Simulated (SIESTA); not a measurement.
Write the native input for SIESTA 5.4.2 that does the following.

```
Task                : single point
Functional          : PBE
Potentials or basis : PseudoDojo 0.4 standard (PBE files)
Basis               : DZP (energy shift 0.003 Ry; two zetas on semicore shells)
Grid cutoff         : 800 Ry
Energy shift        : 0.003 Ry
k mesh              : 7 × 7 × 4
Occupations         : fermi-dirac, width 0.05 eV
Spin                : no spin polarisation
```

The system is Si2Mo.

```
CELL_PARAMETERS angstrom
4.58547 0.00000 0.00000
-2.29274 3.97113 0.00000
0.00000 0.00000 6.57976
ATOMIC_POSITIONS crystal
Mo 0.51437 0.50867 0.83088
Mo 0.99980 0.51206 0.16923
Mo 0.50127 0.98884 0.50070
Si 0.15930 0.32653 0.49047
Si 0.68000 0.83715 0.15847
Si 0.83332 0.16826 0.83404
Si 0.83134 0.67527 0.49593
Si 0.33121 0.16037 0.16317
Si 0.15948 0.83064 0.83364
```

The cell comes from a database or a generator and needn't be the stable form of this composition.

The cell isn't the ideal one: atoms moved at random, drawn with an rms of 0.05 Å.

These files were run (other wordings do the same):

Si2Mo.fdf

```
SystemName                      Si2Mo
SystemLabel                     Si2Mo
NumberOfSpecies                 2
NumberOfAtoms                   9
%block ChemicalSpeciesLabel
  1  42 Mo
  2  14 Si
%endblock ChemicalSpeciesLabel

LatticeConstant                 1.0 Ang
%block LatticeVectors
     4.5854715599     0.0000000000     0.0000000000
    -2.2927357800     3.9711348592     0.0000000000
     0.0000000000     0.0000000000     6.5797601000
%endblock LatticeVectors
AtomicCoordinatesFormat         Fractional
%block AtomicCoordinatesAndAtomicSpecies
     0.5143700000     0.5086720000     0.8308830000  1  Mo
    -0.0002030000     0.5120570000     0.1692280000  1  Mo
     0.5012730000    -0.0111650000     0.5006990000  1  Mo
     0.1592990000     0.3265280000     0.4904660000  2  Si
     0.6800010000     0.8371490000     0.1584730000  2  Si
     0.8333150000     0.1682620000     0.8340370000  2  Si
     0.8313390000     0.6752710000     0.4959280000  2  Si
     0.3312070000     0.1603700000     0.1631710000  2  Si
     0.1594850000     0.8306400000     0.8336350000  2  Si
%endblock AtomicCoordinatesAndAtomicSpecies

%block kgrid.MonkhorstPack
    7   0   0  0.0
    0   7   0  0.0
    0   0   4  0.0
%endblock kgrid.MonkhorstPack
XC.Functional                   GGA
XC.Authors                      PBE
PAO.BasisSize                   DZP
PAO.EnergyShift                 0.003 Ry
Mesh.Cutoff                     800 Ry
OccupationFunction              FD
ElectronicTemperature           0.05 eV
MaxSCFIterations                120
SCF.MustConverge                false
SCF.Mixer.Method                Pulay
SCF.Mixer.Weight                0.25
SCF.Mixer.History               8
SCF.DM.Tolerance                5.0e-05
SCF.H.Tolerance                 1.0e-03 eV
WriteForces                     true
Charge.Mulliken                 end
%block PAO.Basis
  Mo 5
  n=4 0 2
    3.234 0.000
  n=5 0 2
    8.986 0.000
  n=4 1 2
    3.729 0.000
  n=5 1 1
    8.986
  n=4 2 2
    6.762 0.000
%endblock PAO.Basis
```

Potentials or basis: PseudoDojo 0.4 standard (PBE files), DZP (energy shift 0.003 Ry; two zetas on semicore shells).

Launch:

```console
$ siesta Si2Mo.fdf > Si2Mo.out 2>&1
```

It gave:

```
Pressure               : 5.8 GPa
Largest force          : 1.447 eV/Å
Band gap on the k mesh : 0.10 eV, indirect (least direct gap 0.57 eV)
```

Caveat: an odd mesh through Γ misses points on the zone boundary, where band edges often lie; the basis of atomic orbitals isn't converged, which shifts pressures, moduli and gaps.

It took 8 min on 1 thread of Arm Neoverse V2, with other jobs on the host, peak memory 1 GiB.
